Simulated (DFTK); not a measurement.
**Sn: equation of state with r2SCAN**

Crystal: Sn.

```
CELL_PARAMETERS angstrom
0.00000 3.23334 3.23334
3.23334 0.00000 3.23334
3.23334 3.23334 0.00000
ATOMIC_POSITIONS crystal
Sn 0.75000 0.75000 0.75000
Sn 0.50000 0.50000 0.50000
```

This isn't the form of Sn at room conditions, which is tetragonal (white tin).

```yaml
Program: DFTK 0.8.2
Task: equation of state
Functional: r2SCAN
Potentials_or_basis: cp2k.nc.sr.pbe.v0_1.largecore.gth (PBE, GTH)
Cutoff: 952 eV
k_mesh: 5 × 5 × 5
Occupations: fermi-dirac, width 0.05 eV
Spin: no spin polarisation
```

| Quantity | Value |
| --- | --- |
| Equilibrium volume | 36.55 Å³/atom (rough: see the caveat) |
| Bulk modulus | 38 GPa (rough) |

Energy against volume, from the lowest point:
```
volume (Å³/atom)  energy (meV/atom)
          31.775              92.09
          32.451              65.06
          33.127              43.20
          33.803              26.23
          34.479              13.66
          35.155               5.05
          35.831               0.00
```

Wall time 19 min on 1 thread of Intel(R) Xeon(R) Platinum 8259CL CPU @ 2.50GHz (Skylake/Cascade Lake), on a shared host, peak memory 1.8 GiB.

Caveat: the minimum lies outside the volumes run; GTH potentials come without recommended cutoffs, and this one wasn't checked for convergence; the potentials were made for another functional, which shifts forces and pressure.
